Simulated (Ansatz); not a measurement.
# BaB3: the cost of one run

Computed with Ansatz 0.2.0 (DFT PBE, scalar-relativistic, plane waves, PAW, unless a step's input says otherwise).

## Step 1: The starting structure

It takes space group Pm-3m (No. 221, cubic). The conventional cell has a = 4.162 Å, b = 4.162 Å, c = 4.162 Å, α = 90.00°, β = 90.00°, γ = 90.00°. Ba (site symmetry m-3m) is surrounded by 6 B at 2.08 Å. B (site symmetry 4/mmm) is surrounded by 2 Ba at 2.08 Å.

Structure file:

```
Ba B
1.0
     4.16226    0.00000    0.00000
     0.00000    4.16226    0.00000
     0.00000    0.00000    4.16226
Ba B
1 3
Direct
  0.00000 0.00000 0.00000
  0.50000 0.00000 0.00000
  0.00000 0.50000 0.00000
  0.00000 0.00000 0.50000
```

This is candidate A: ReO3 type (Pm-3m, No. 221).

(A quick probe on a coarse mesh, which set the mesh and smearing, is not shown.)

## Step 3: A loose first relaxation (candidate A)

input.yaml

```yaml
crystal:
  lattice:
    - [4.1622559709, 0.0, 0.0]
    - [0.0, 4.1622559709, 0.0]
    - [0.0, 0.0, 4.1622559709]
  atoms:
    - { symbol: Ba, position: [0.0, 0.0, 0.0] }
    - { symbol: B, position: [0.5, 0.0, 0.0] }
    - { symbol: B, position: [0.0, 0.5, 0.0] }
    - { symbol: B, position: [0.0, 0.0, 0.5] }
basis:
  ecutwfc: 420
kpoints:
  mp_grid: { grid: [4, 4, 4] }
hamiltonian:
  xc: pbe
scf:
  occupations: { method: gaussian, width: 0.1 }
  lower_state_search: "off"
output:
  forces: true
  stress: true
  eigenvalues: true
relax:
  adjacent_minimum: "off"
  f_tol: 0.04
  max_steps: 70
  cell: { stress_tol: 0.4 }
```

Run with:

```bash
$ ansatz run input.yaml --threads 1 --pin off --max-ram 2560MiB --backend cpu --events-out ev --progress --plain --runs-dir out
```

What time and memory should one allow on 1 thread of Intel Xeon Platinum 8488C (Sapphire Rapids), shared host?

About 12 s, with a peak of 0.4 GiB.
